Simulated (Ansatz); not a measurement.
Density of states of InSb

```
In Sb
1.0
     5.35700    0.00000    0.00000
     0.00000    5.71200    0.00000
     0.00000    0.00000    3.06300
In Sb
2 2
Direct
  0.00000 0.00000 0.00000
  0.50000 0.50000 0.00000
  0.50000 0.00000 0.83500
  0.00000 0.50000 0.16500
```

The geometry is COD entry 1525500, unchecked; take it as a test cell.

Spin–orbit coupling is left out, though it moves levels of the heavy atoms by tenths of an eV or more.

Computed with DFT, PBE, all-electron LAPW, scalar-relativistic in Ansatz 0.2.0.

Settings: a Γ-centred 6×6×11 k mesh, Fermi–Dirac smearing of 0.08 eV, basis error target 1 meV/atom, no spin polarisation.

States per eV and cell, averaged over 0.6 eV, from -5.8 to 3.6 eV, with energies (bin centres) from the Fermi level; empty bins are left out. 

| E (eV) | total |
| --- | --- |
| -5.6 | 1.62 |
| -5.0 | 1.33 |
| -4.4 | 1.58 |
| -3.8 | 1.69 |
| -3.2 | 1.81 |
| -2.6 | 1.66 |
| -2.0 | 2.34 |
| -1.4 | 2.03 |
| -0.8 | 1.44 |
| -0.2 | 1.53 |
| 0.4 | 1.66 |
| 1.0 | 1.93 |
| 1.6 | 1.54 |
| 2.2 | 1.24 |
| 2.8 | 2.02 |
| 3.4 | 2.27 |
